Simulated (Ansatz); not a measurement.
**Contact densities of Zr against volume**

```
CELL_PARAMETERS angstrom
3.23200 0.00000 0.00000
-1.61600 2.79899 0.00000
0.00000 0.00000 5.14700
ATOMIC_POSITIONS crystal
Zr 0.33333 0.66667 0.25000
Zr 0.66667 0.33333 0.75000
```

Atom numbers follow the list: Zr1, Zr2.

Conventional cell: a = 3.232 Å, b = 3.232 Å, c = 5.147 Å, α = 90.00°, β = 90.00°, γ = 120.00°. Around Zr (atom 1) lie 12 Zr at 3.18 to 3.23 Å.

The cell is COD entry 9008523, as deposited and not checked against the literature; nothing was relaxed.

Theory: DFT, PBE, all-electron PAW with datasets made for the crystal, scalar-relativistic (Ansatz 0.2.0).

Numerical set-up: a Γ-centred 13×13×7 k mesh, Fermi–Dirac smearing of 0.08 eV, cutoff 240 eV (chosen by the program for this cell), no spin polarisation.

The contact density is the mean electron density over the nuclear volume; its changes follow the s electrons' response to bonding and compression. Changes below are taken from the unscaled cell, where it is 490604 e/Å³ at Zr1.

Volumes at which the program chose other datasets or cutoffs are left out.

The datasets are made afresh for each cell, so very small changes are uncertain.

**Question.** Does compression raise or lower the contact density at Zr1?

**Answer.** It raises it, by 2.74 e/Å³ over the whole range.

**Question.** Tabulate the changes with volume.

**Answer.** 
```tsv
V/V(cell)	P (GPa)	Δρ(0) Zr1 (e/Å³)
0.9400	7.0	2.09
0.9500	5.8	1.73
0.9600	4.7	1.38
0.9800	2.5	0.68
0.9900	1.5	0.34
1.0000	0.5	0.00
1.0100	-0.4	-0.33
1.0200	-1.3	-0.65
```
